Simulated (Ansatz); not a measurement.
# GaN: the cost of one run

Code: Ansatz 0.2.0. G0W0, plane waves. Computed at 0 K without zero-point motion; spin polarisation is off.

## Step 1: The cell

The cell was relaxed beforehand with r2SCAN.

It is hexagonal, P6_3mc (No. 186); conventional cell a = 3.183 Å, c = 5.184 Å, 11.37 Å³ an atom. Ga has 4 N at 1.95 Å; N has 4 Ga at 1.95 Å.

As a file:

```cif
data_structure
_symmetry_space_group_name_H-M 'P6_3mc'
_symmetry_Int_Tables_number 186
_cell_length_a 3.1831
_cell_length_b 3.1831
_cell_length_c 5.1836
_cell_angle_alpha 90.000
_cell_angle_beta 90.000
_cell_angle_gamma 120.000
_cell_volume 45.49
loop_
_atom_site_label
_atom_site_type_symbol
_atom_site_symmetry_multiplicity
_atom_site_Wyckoff_symbol
_atom_site_fract_x
_atom_site_fract_y
_atom_site_fract_z
_atom_site_occupancy
Ga1 Ga 2 b 0.33333 0.66667 0.99911 1
N1 N 2 b 0.33333 0.66667 0.37589 1
```

## Step 2: 73 empty bands, 80 eV

Contents of input.yaml:

```yaml
crystal:
  lattice:
    - [3.1831494054, 0.0, 0.0]
    - [-1.5915747027, 2.7566882491, 0.0]
    - [0.0, 0.0, 5.1836254809]
  atoms:
    - { symbol: Ga, position: [0.3333333333, 0.6666666667, -0.0008868069] }
    - { symbol: Ga, position: [0.6666666667, 0.3333333333, 0.4991131931] }
    - { symbol: "N", position: [0.3333333333, 0.6666666667, 0.3758868069] }
    - { symbol: "N", position: [0.6666666667, 0.3333333333, 0.8758868069] }
kpoints:
  mp_grid: { grid: [6, 6, 4] }
hamiltonian:
  xc: pbe
scf:
  occupations: { method: fixed }
gw:
  n_empty_bands: 73
  ecut_chi: 80
  qp_bands: [v2, c2]
  qp_kpoints: band_edges
  screening: { model: contour_deformation }
```

Command:

```sh
$ ansatz run input.yaml --threads 2 --pin off --max-ram 3686MiB --backend cpu --events-out ev --progress --plain --runs-dir out
```

Q: Estimate wall time and peak memory on 2 threads of Arm Neoverse V2, shared host.

About 35 s, with a peak of 0.31 GiB.
